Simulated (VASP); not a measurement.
# Sb in VASP: notebook, part 2 of 2

VASP 6.6.1. The steps go on from the part before.

### 3 Relaxation of the atoms, rev-vdW-DF2

The input, INCAR:

```
SYSTEM = Sb
  PREC = Accurate
  ENCUT = 520
  EDIFF = 1E-6
  ISMEAR = 1
  SIGMA = 0.1
  LREAL = .FALSE.
  LASPH = .TRUE.
  NELM = 80
  ALGO = Normal
  ISIF = 2
  LWAVE = .FALSE.
  LCHARG = .FALSE.
  LDIPOL = .TRUE.
  IDIPOL = 3
  DIPOL = 0.5 0.5 0.500
  GGA = MK
  LUSE_VDW = .TRUE.
  AGGAC = 0.0
  PARAM1 = 0.1234
  PARAM2 = 0.711357
  ZAB_VDW = -1.8867
  IBRION = 2
  NSW = 80
  EDIFFG = -0.02
  KPAR = 2
```

The input, KPOINTS:

```
Automatic mesh
0
G
  9 9 1
  0 0 0
```

The input, POSCAR:

```
Sb
1.0
    4.3625490300      0.0000000000      0.0000000000
   -2.1812754900      3.7780788400      0.0000000000
    0.0000000000      0.0000000000     27.8563554900
Sb
8
Direct
    0.3333334500      0.6666667200      0.2692383800
    0.6666668200      0.3333334100      0.3245836500
    0.0000002000      0.0000001000      0.4046310400
    0.3333335700      0.6666667900      0.4599763100
    0.6666669600      0.3333334800      0.5400236900
    0.0000003300      0.0000001600      0.5953689600
    0.3333337100      0.6666668600      0.6754163500
    0.6666670800      0.3333335400      0.7307616200
```

Potentials or basis: VASP PAW PBE potentials, release 64 (Sb).

Command:

```sh
cat potpaw_PBE.64/Sb/POTCAR > POTCAR
mpirun -np 2 vasp_std > vasp.out
```

OUTCAR:

```text
SYSTEM = Sb
   PREC = Accurate
   ENCUT = 520
   EDIFF = 1E-6
   ISMEAR = 1
   LREAL = .FALSE.
   LASPH = .TRUE.
   NELM = 80
   ISIF = 2
   GGA = MK
   IBRION = 2
   NSW = 80
   EDIFFG = -0.02

 ion  position               nearest neighbor table
   1  0.333  0.667  0.269-   2 2.95   2 2.95   2 2.95
   2  0.667  0.333  0.325-   1 2.95   1 2.95   1 2.95   3 3.36   3 3.36   3 3.36
   3  0.000  0.000  0.405-   4 2.95   4 2.95   4 2.95   2 3.36   2 3.36   2 3.36
   4  0.333  0.667  0.460-   3 2.95   3 2.95   3 2.95   5 3.36   5 3.36   5 3.36
   5  0.667  0.333  0.540-   6 2.95   6 2.95   6 2.95   4 3.36   4 3.36   4 3.36
   6  0.000  0.000  0.595-   5 2.95   5 2.95   5 2.95   7 3.36   7 3.36   7 3.36
   7  0.333  0.667  0.675-   8 2.95   8 2.95   8 2.95   6 3.36   6 3.36   6 3.36
   8  0.667  0.333  0.731-   7 2.95   7 2.95   7 2.95

  LATTYP: Found a hexagonal cell.
 ALAT       =     4.3625490300
 C/A-ratio  =     6.3853392359

  Lattice vectors:

 A1 = (   4.3625490300,   0.0000000000,   0.0000000000)
 A2 = (  -2.1812754900,   3.7780788400,   0.0000000000)
 A3 = (   0.0000000000,   0.0000000000,  27.8563554900)

Analysis of symmetry for initial positions (statically):
=====================================================================
 Subroutine PRICEL returns:
 Original cell was already a primitive cell.

 Routine SETGRP: Setting up the symmetry group for a
 hexagonal supercell.

 Subroutine GETGRP returns: Found 12 space group operations
 (whereof 12 operations were pure point group operations)
 out of a pool of 24 trial point group operations.

The static configuration has the point symmetry D_3d.

Analysis of symmetry for dynamics (positions and initial velocities):
=====================================================================
 Subroutine PRICEL returns:
 Original cell was already a primitive cell.

 Routine SETGRP: Setting up the symmetry group for a
 hexagonal supercell.

 Subroutine GETGRP returns: Found 12 space group operations
 (whereof 12 operations were pure point group operations)
 out of a pool of 24 trial point group operations.

The dynamic configuration has the point symmetry D_3d.

 Subroutine INISYM returns: Found 12 space group operations
 (whereof 12 operations are pure point group operations),
 and found     1 'primitive' translations

----------------------------------------------------------------------------------------

                                     Primitive cell

  volume of cell :     459.1300

  direct lattice vectors                    reciprocal lattice vectors
     4.362549030  0.000000000  0.000000000     0.229223785  0.132342454  0.000000000
    -2.181275490  3.778078840  0.000000000     0.000000000  0.264684789  0.000000000
     0.000000000  0.000000000 27.856355490     0.000000000  0.000000000  0.035898451

  length of vectors
     4.362549030  4.362549998 27.856355490     0.264684848  0.264684789  0.035898451

  position of ions in fractional coordinates (direct lattice)
     0.333333450  0.666666720  0.269238380
     0.666666820  0.333333410  0.324583650
     0.000000200  0.000000100  0.404631040
     0.333333570  0.666666790  0.459976310
     0.666666960  0.333333480  0.540023690
[... 80 lines left out ...]
   ISYM   =      2    0-nonsym 1-usesym 2-fastsym
   POTIM  = 0.5000    time-step for ionic-motion
   TEBEG  =    0.0;   TEEND  =   0.0 temperature during run
   PSTRESS=    0.0 pullay stress
   NELECT =      40.0000    total number of electrons
   NUPDOWN=      -1.0000    fix difference up-down
   EMIN   =  10.00;   EMAX   =-10.00  energy-range for DOS
   EFERMI =   0.00;   METHOD = LEGACY
   ISMEAR =     1;   SIGMA  =   0.10  broadening in eV -4-tet -1-fermi 0-gaus
   EFERMI_NEDOS =   21; number of points for ismear=-14 and -15
   IALGO  =     38    algorithm
   IMIX   =      4    mixing-type and parameters
     AMIX     =   0.40;   BMIX     =  1.00
     AMIX_MAG =   1.60;   BMIX_MAG =  1.00
  volume/ion in A,a.u.               =      57.39       387.30
  Fermi-wavevector in a.u.,A,eV,Ry     =   0.725743  1.371456  7.166231  0.526703
  Thomas-Fermi vector in A             =   1.816542
   LORBIT       =      0    0 simple, 1 ext, 2 COOP (PROOUT), +10 PAW based schemes
   GGA     = MK    functional components
   LHFCALC =     F    Hartree Fock is set to
   AEXX    =    0.0000 exact exchange contribution
   IVDW_NL    =     1    kernel type
   BPARAM     = 6.3000
   IVDW    =     0    specifies the selected vdW correction
   LEPSILON=     F    determine dielectric tensor
   LRPA    =     F    only Hartree local field effects (RPA)
 conjugate gradient relaxation of ions
 non-spin polarized calculation
 Methfessel and Paxton  Order N= 1 SIGMA  =   0.10
  energy-cutoff  :      520.00
  volume of cell :      459.13
 maximum number of plane-waves:     12395
   NGX = 17   NGY = 17   NGZ =103

--------------------------------------- Ionic step        1  -------------------------------------------

 number of electron      40.0000001 magnetization

 Free energy of the ion-electron system (eV)
  ---------------------------------------------------
  ext. energy  EPLUGINS =         0.00000000
  ---------------------------------------------------
  free energy    TOTEN  =       -18.99925893 eV

  energy without entropy =      -18.99911045  energy(sigma->0) =      -18.99920944

------------------------ aborting loop because EDIFF is reached ----------------------------------------

  FORCE on cell =-STRESS in cart. coord.  units (eV):
  Direction    XX          YY          ZZ          XY          YZ          ZX
  --------------------------------------------------------------------------------------
  -------------------------------------------------------------------------------------
  Total       -2.2055660     -2.2055666      0.0887801      0.0000006      0.0000000      0.0000000
  in kB       -7.6965306     -7.6965328      0.3098066      0.0000020      0.0000000      0.0000000
  external PRESSURE =      -5.0277523 kB  Pullay stress =       0.0000000 kB
[... 163 lines left out ...]
--------------------------------------- Ionic step        5  -------------------------------------------

 number of electron      40.0000001 magnetization

 dipolmoment           0.000000      0.000000      0.000000 electrons x Angstroem

------------------------ aborting loop because EDIFF is reached ----------------------------------------

  FORCE on cell =-STRESS in cart. coord.  units (eV):
  Direction    XX          YY          ZZ          XY          YZ          ZX
  --------------------------------------------------------------------------------------
  -------------------------------------------------------------------------------------
  Total       -2.0701600     -2.0701606      0.3254609      0.0000005      0.0000000     -0.0000000
  in kB       -7.2240188     -7.2240209      1.1357264      0.0000019      0.0000000     -0.0000000
  external PRESSURE =      -4.4374378 kB  Pullay stress =       0.0000000 kB
[... 31 lines left out ...]
--------------------------------------- Ionic step        6  -------------------------------------------

 number of electron      40.0000001 magnetization

 dipolmoment           0.000000      0.000000     -0.000000 electrons x Angstroem

 Free energy of the ion-electron system (eV)
  ---------------------------------------------------
  ext. energy  EPLUGINS =         0.00000000
  ---------------------------------------------------
  free energy    TOTEN  =       -19.00109924 eV

  energy without entropy =      -19.00069526  energy(sigma->0) =      -19.00096458

 E-fermi :   1.6711     XC(G=0):  -5.8262

 val. band max:        1.6275479120   @ k =   0.1111   0.0000   0.0000
 cond. band min:       1.7507516029   @ k =   0.4444   0.0000   0.0000
 fundamental gap:      0.1232036909
 Fermi energy:         1.6711321934

 k-point     1 :       0.0000    0.0000    0.0000
  band No.  band energies     occupation
      1     -10.6779      2.00000
      2     -10.3190      2.00000
      3      -9.8414      2.00000
      4      -9.4192      2.00000
      5      -6.7654      2.00000
      6      -5.7936      2.00000
[... 325 lines left out ...]
     24       3.5995     -0.00000
     25       4.0970      0.00000

------------------------ aborting loop because EDIFF is reached ----------------------------------------

 vacuum level on the upper side and lower side of the slab       (xc-potential included)        -0.416        -0.416

  FORCE on cell =-STRESS in cart. coord.  units (eV):
  Direction    XX          YY          ZZ          XY          YZ          ZX
  --------------------------------------------------------------------------------------
  -------------------------------------------------------------------------------------
  Total       -2.0944039     -2.0944045      0.2800643      0.0000005      0.0000000      0.0000000
  in kB       -7.3086200     -7.3086221      0.9773110      0.0000019      0.0000000      0.0000000
  external PRESSURE =      -4.5466437 kB  Pullay stress =       0.0000000 kB
[... 27 lines left out ...]
  energy  without entropy=      -19.0006952565  energy(sigma->0) =      -19.00096458

Total vdW correction in eV:      9.7055349

 reached required accuracy - stopping structural energy minimisation

 vacuum level on the upper side and lower side of the slab         5.667         5.667
```

It took 20 min on 2 MPI ranks of Intel Xeon 6975P-C (Granite Rapids), shared host; peak memory 1.5 GiB.

What came out:

| Quantity | Value |
| --- | --- |
| Free energy | -19.0011 eV |
| Energy gained by relaxing | 0.2 meV/atom |
| Ionic steps | 6 |
| Largest force after relaxing | 0.014 eV/Å |
| Band gap on the k mesh | none (metal or under the smearing width) |

Forces on the atoms (eV/Å):
```
Sb   0.000  0.000 -0.014
Sb   0.000  0.000 -0.013
Sb   0.000  0.000 -0.001
Sb   0.000  0.000  0.007
Sb   0.000  0.000 -0.007
Sb   0.000  0.000  0.001
Sb   0.000  0.000  0.013
Sb   0.000  0.000  0.014
```

The path:
```csv
step,energy change (eV),largest force (eV/Å),pressure (GPa)
1,0.0000,0.0922,-0.50
2,-0.0011,0.0491,-0.47
3,-0.0014,0.0213,-0.44
4,-0.0014,0.0226,-0.44
5,-0.0016,0.0205,-0.44
6,-0.0018,0.0141,-0.45
```

Final structure:
```
CELL_PARAMETERS angstrom
4.36255 0.00000 0.00000
-2.18128 3.77808 0.00000
0.00000 0.00000 27.85636
ATOMIC_POSITIONS crystal
Sb 0.33333 0.66667 0.26905
Sb 0.66667 0.33333 0.32426
Sb 0.00000 0.00000 0.40506
Sb 0.33333 0.66667 0.45989
Sb 0.66667 0.33333 0.54011
Sb 0.00000 0.00000 0.59494
Sb 0.33333 0.66667 0.67574
Sb 0.66667 0.33333 0.73095
```

Levels at points of the mesh, in eV from the Fermi level:
```
           k point  band 16  band 17  band 18  band 19  band 20  band 21  band 22  band 23  band 24  band 25
(0.00, 0.00, 0.00)    -1.21    -1.21    -1.14    -0.72    -0.29    -0.28     0.43     0.43     1.09     1.09
```

Caveat: the PAW data sets were made with another functional, which shifts forces and pressure a little. Spin-orbit coupling is left out, which matters for the levels of Sb.

### 4 Single point, rev-vdW-DF2

The input, INCAR:

```
AGGAC = 0.0
ALGO = Fast
DIPOL = 0.5 0.5 0.500
EDIFF = 1E-6
ENCUT = 520
GGA = MK
ICORELEVEL = 1
IDIPOL = 3
ISIF = 2
ISMEAR = 1
KPAR = 2
LASPH = T
LCHARG = F
LDIPOL = T
LREAL = F
LUSE_VDW = T
LVACPOTAV = T
LVHAR = T
LWAVE = F
NELM = 80
PARAM1 = 0.1234
PARAM2 = 0.711357
PREC = Accurate
SIGMA = 0.1
ZAB_VDW = -1.8867
```

The input, KPOINTS:

```
k-points
0
Gamma
  9 9 1
```

The input, POSCAR:

```
Sb                                      
1.0
    4.3625490300      0.0000000000      0.0000000000
   -2.1812754900      3.7780788400      0.0000000000
    0.0000000000      0.0000000000     27.8563554900
  Sb            
     8
Direct
     0.3333334499999978    0.6666667200000020    0.2690547003515366
     0.6666668200000032    0.3333334100000016    0.3242640758929738
     0.0000002000000023    0.0000001000000012    0.4050575008657926
     0.3333335700000006    0.6666667900000007    0.4598879863569124
     0.6666669600000006    0.3333334800000003    0.5401120136430876
     0.0000003299999989    0.0000001599999990    0.5949424991342075
     0.3333337099999980    0.6666668599999994    0.6757359241070263
     0.6666670800000034    0.3333335399999982    0.7309452996484634
```

Command:

```sh
cat potpaw_PBE.64/Sb/POTCAR > POTCAR
mpirun -np 2 vasp_std > vasp.out
```

It took 7.2 min on 2 MPI ranks of Intel Xeon 6975P-C (Granite Rapids), shared host; peak memory 1.5 GiB.

Results (log left out):

```
Free energy                     : -19.0011 eV
Largest force                   : 0.014 eV/Å
Band gap on the k mesh          : none (metal or under the smearing width)
Work function of the upper face : 4.43 eV
Work function of the lower face : 4.43 eV
```

Forces in eV/Å, atoms in the order of the input:
```
Sb   0.000  0.000 -0.014
Sb   0.000  0.000 -0.013
Sb   0.000  0.000 -0.001
Sb   0.000  0.000  0.007
Sb   0.000  0.000 -0.007
Sb   0.000  0.000  0.001
Sb   0.000  0.000  0.013
Sb   0.000  0.000  0.014
```

Levels at points of the mesh, in eV from the Fermi level:
```
           k point  band 17  band 18  band 19  band 20  band 21  band 22  band 23  band 24
(0.00, 0.00, 0.00)    -1.21    -1.14    -0.72    -0.29    -0.28     0.43     0.43     1.09
```

Core levels (eV, on the scale of the bands):
```csv
atom,levels
1 Sb,"1s -30291.6, 2s -4603.5, 2p -4131.7, 3s -897.2, 3p -743.5, 3d -509.1, 4s -142.3, 4p -95.2, 4d -27.0"
2 Sb,"1s -30291.7, 2s -4603.7, 2p -4131.8, 3s -897.4, 3p -743.6, 3d -509.2, 4s -142.4, 4p -95.4, 4d -27.2"
3 Sb,"1s -30291.7, 2s -4603.6, 2p -4131.7, 3s -897.3, 3p -743.6, 3d -509.1, 4s -142.4, 4p -95.3, 4d -27.1"
4 Sb,"1s -30291.7, 2s -4603.6, 2p -4131.7, 3s -897.3, 3p -743.6, 3d -509.1, 4s -142.4, 4p -95.3, 4d -27.1"
5 Sb,"1s -30291.7, 2s -4603.6, 2p -4131.7, 3s -897.3, 3p -743.6, 3d -509.1, 4s -142.4, 4p -95.3, 4d -27.1"
6 Sb,"1s -30291.7, 2s -4603.6, 2p -4131.7, 3s -897.3, 3p -743.6, 3d -509.1, 4s -142.4, 4p -95.3, 4d -27.1"
```

Caveat: the PAW data sets were made with another functional, which shifts forces and pressure a little. The run has no spin-orbit coupling, so splittings on Sb are missing.
